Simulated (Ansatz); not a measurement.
SiO₂: ¹⁷O NMR of the central transition

Cell: a computed structure from the Materials Project (it need not be an observed phase), taken as it stands.

Space group P6_522 (No. 179); a = 7.3006, c = 7.0051 Å, γ = 120.00°.

| site | Wyckoff | site symmetry | x | y | z |
| --- | --- | --- | --- | --- | --- |
| Si | 6b | ..2 | 0.5339 | 0.7669 | 0.4167 |
| O7 | 6b | ..2 | 0.6123 | 0.3877 | 0.0833 |
| O8 | 6a | .2. | 0.0000 | 0.6829 | 0.1667 |

One atom of each set is listed.

The numbers come from a DFT calculation in Ansatz (PBE, plane waves and PAW, scalar-relativistic, 420 eV cutoff, Γ-centred 4×4×3 k-points, Fermi–Dirac smearing 0.02 eV).

¹⁷O has I = 5/2 and Q = -25.58 mb (Pyykkö 2018); at 16.4 T its Larmor frequency is ν₀ = 94.7 MHz. Only the quadrupole interaction is simulated: positions count from each site's isotropic chemical shift, and J coupling is left out, as are shift anisotropy and dipolar coupling, which fast spinning averages.

**Question.** Simulate the second-order pattern (fast magic-angle spinning, Gaussian broadening 0.1 kHz) of site O8 (2 Si at 1.60 Å, angle 163°).

**Answer.** The calculation gives C_Q = -6.21 MHz and η = 0.03, so ν_Q = 0.932 MHz and the centre of gravity lies at -25.9 ppm (-2.45 kHz).

```csv
offset (kHz),height
-6.367,0
-6.178,1
-5.988,5
-5.799,5
-5.609,5
-5.420,5
-5.230,6
-5.041,5
-4.851,6
-4.662,6
-4.472,6
-4.283,6
-4.093,7
-3.904,39
-3.714,90
-3.525,55
-3.335,45
-3.146,41
-2.956,39
-2.767,37
-2.577,37
-2.388,37
-2.198,38
-2.009,39
-1.819,41
-1.630,44
-1.440,50
-1.251,60
-1.061,91
-0.871,100
-0.682,2
-0.492,0
```

At O8 V_zz points along the line of its two bonds (within 1°).
